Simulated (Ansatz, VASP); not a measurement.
Given: the input of a run of VASP 6.6.1 on GaP. 

File INCAR:

```
SYSTEM = GaP
ALGO = Normal
EDIFF = 1E-6
EDIFFG = -0.01
ENCUT = 600
GGA = PS
IBRION = 2
ISIF = 3
ISMEAR = -1
LASPH = .True.
LCHARG = .False.
LREAL = .False.
LWAVE = .False.
NELM = 60
NSW = 60
PREC = Accurate
SIGMA = 0.05
```

File KPOINTS:

```
k-points
0
Gamma
  8 8 8
  0 0 0
```

Contents of POSCAR:

```
GaP
1.0
    0.0000000000      2.7252500000      2.7252500000
    2.7252500000      0.0000000000      2.7252500000
    2.7252500000      2.7252500000      0.0000000000
Ga P
1 1
Direct
    0.0000000000      0.0000000000      0.0000000000
    0.7500000000      0.7500000000      0.7500000000
```

Potentials or basis: VASP PAW PBE potentials, release 64 (Ga_d, P).

Command:

```sh
$ cat potpaw_PBE.64/Ga_d/POTCAR potpaw_PBE.64/P/POTCAR > POTCAR
$ mpirun -np 1 vasp_std > vasp.out
```

Q: Set up the same calculation for Ansatz 0.2.0. Potentials or basis there: Ansatz PAW, cutoff 420 eV.

A: As run (cutoffs and basis follow the program's own potentials, and thresholds, step limits or extra output files can differ):

Contents of input.yaml:

```yaml
crystal:
  lattice:
    - [0.0, 2.72525, 2.72525]
    - [2.72525, 0.0, 2.72525]
    - [2.72525, 2.72525, 0.0]
  atoms:
    - { symbol: Ga, position: [0.0, 0.0, 0.0] }
    - { symbol: P, position: [0.75, 0.75, 0.75] }
hamiltonian:
  xc: pbesol
  pseudopotentials: { kind: paw }
kpoints:
  mp_grid: { grid: [8, 8, 8] }
scf:
  occupations: { method: fermi_dirac, width: 0.05 }
output:
  forces: true
  stress: true
relax:
  f_tol: 0.01
  max_steps: 40
  cell: { stress_tol: 0.05 }
```

Potentials or basis: Ansatz PAW.

Run with:

```bash
$ ansatz run input.yaml --threads 2 --pin off --max-ram 5632MiB --backend cpu --events-out ev --progress --plain --runs-dir out
```

Both were run:

|  | VASP | Ansatz |
| --- | --- | --- |
| Relaxed volume | 20.09 Å³/atom | 20.11 Å³/atom |
| Relaxed cell | a = 3.844 Å, b = 3.844 Å, c = 3.844 Å, α = 60.00°, β = 60.00°, γ = 60.00° | a = 3.846 Å, b = 3.846 Å, c = 3.846 Å, α = 60.00°, β = 60.00°, γ = 60.00° |
| Space group after relaxing | F-43m (No. 216) | F-43m (No. 216) |
| Pressure after relaxing | 0.0 GPa | 0.0 GPa |

Ansatz's pressure holds a Pulay term of +0.04 GPa for its cutoff of 420 eV, which the other run lacks.

VASP's potentials were made for PBE. Ansatz's potentials were made for PBE.

Where Ansatz's input types no cutoff or centring, it takes its own default and a Γ-centred mesh.

Pressure is positive in compression.
